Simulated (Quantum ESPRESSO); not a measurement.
# HgTe in Quantum ESPRESSO: convergence with SCF threshold

Input of the first run (SCF threshold 0.001 Ry); the others differ in this setting and in those tied to it:

The input pw.in:

```
&CONTROL
  calculation = 'scf'
  prefix = 'pwscf'
  outdir = './tmp'
  pseudo_dir = './pseudo'
  tprnfor = .true.
  tstress = .true.
  disk_io = 'nowf'
/
&SYSTEM
  ibrav = 0
  nat = 2
  ntyp = 2
  ecutwfc = 45
  ecutrho = 360
  nbnd = 15
  occupations = 'smearing'
  smearing = 'gaussian'
  degauss = 0.00367493
/
&ELECTRONS
  conv_thr = 0.001
  electron_maxstep = 120
  mixing_beta = 0.5
/
ATOMIC_SPECIES
Hg   200.5920 hg_pbesol_v1.uspp.F.UPF
Te   127.6000 te_pbesol_v1.uspp.F.UPF
CELL_PARAMETERS angstrom
   0.0000000000    3.1800000000    3.1800000000
   3.1800000000    0.0000000000    3.1800000000
   3.1800000000    3.1800000000    0.0000000000
ATOMIC_POSITIONS crystal
Hg     0.0000000000    0.0000000000    0.0000000000
Te     0.5000000000    0.5000000000    0.5000000000
K_POINTS automatic
7 7 7 0 0 0
```

Potentials or basis: GBRV 1.5 PBEsol.

Run with:

```sh
$ OMP_NUM_THREADS=1 pw.x -in pw.in > pw.out
```

Measurements of this composition are mostly on another form, of space group No. 216.

Hardware: 1 thread of Arm Neoverse V1 (shared host).

```
SCF threshold  energy less the tightest run, at zero smearing (meV/atom)  pressure (GPa)  SCF cycles  CPU time (s)  peak memory (GiB)
     0.001 Ry                                                       0.72           -8.51           3            10               0.21
    0.0001 Ry                                                       0.16           -8.94           4            12               0.21
     1e-05 Ry                                                       0.01           -5.86           5            15               0.21
     1e-06 Ry                                                       0.00           -6.44           7            18               0.21
     1e-07 Ry                                                       0.00           -6.44           7            18               0.21
     1e-08 Ry                                                       0.00           -6.43           8            20               0.21
     1e-10 Ry                                                       0.00           -6.48           9            22               0.21
     1e-12 Ry                                                       0.00           -6.48          11            26               0.21
```

Against the tightest run, the energy stays within 1 meV/atom from 0.001 Ry on; the pressure stays within 0.1 GPa from 1e-06 Ry on. The tightest run that finished is the yardstick and may itself not be fully converged.

Spin-orbit coupling is left out, which matters for the levels of Hg, Te.
